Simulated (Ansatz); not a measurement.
# NbAs: changing the pressure

The cell as given:

It takes space group I4_1md (No. 109, tetragonal). The conventional cell has a = 3.452 Å, b = 3.452 Å, c = 11.680 Å, α = 90.00°, β = 90.00°, γ = 90.00°. Nb (site symmetry 2mm) is surrounded by 6 As at 2.60 to 2.63 Å. Around As (site symmetry 2mm) lie 6 Nb at 2.60 to 2.63 Å.

Kept alike: task relaxation of cell and atoms; functional PBEsol; k mesh 11 × 11 × 11; occupations fermi-dirac, width 0.05 eV; no spin polarisation. Program: Ansatz, Ansatz PAW, cutoff 420 eV. The mesh is that of the run's cell of 4 atoms. No spin-orbit coupling.

| pressure, P (GPa) | volume (Å³/atom) |
| --- | --- |
| 0 | 17.146 |
| 2 | 16.955 |
| 5 | 16.690 |
| 10 | 16.289 |
| 20 | 15.611 |
| 30 | 15.051 |

The relaxations keep at least the cell's symmetry (I4_1md). The runs follow the start's structure, whether or not it is the stable one at these pressures. All rows use potentials made for PBE.

Question: What does the pressure change here?

Answer: The volume falls from 17.146 to 15.051 Å³/atom between 0 and 30 GPa. The volume falls ever more slowly, since the solid stiffens under load. At the pressures aimed at, which the runs meet within some tenths of a GPa, the step from 0 to 5 GPa gives a mean bulk modulus near 186 GPa, the last step 274 GPa.
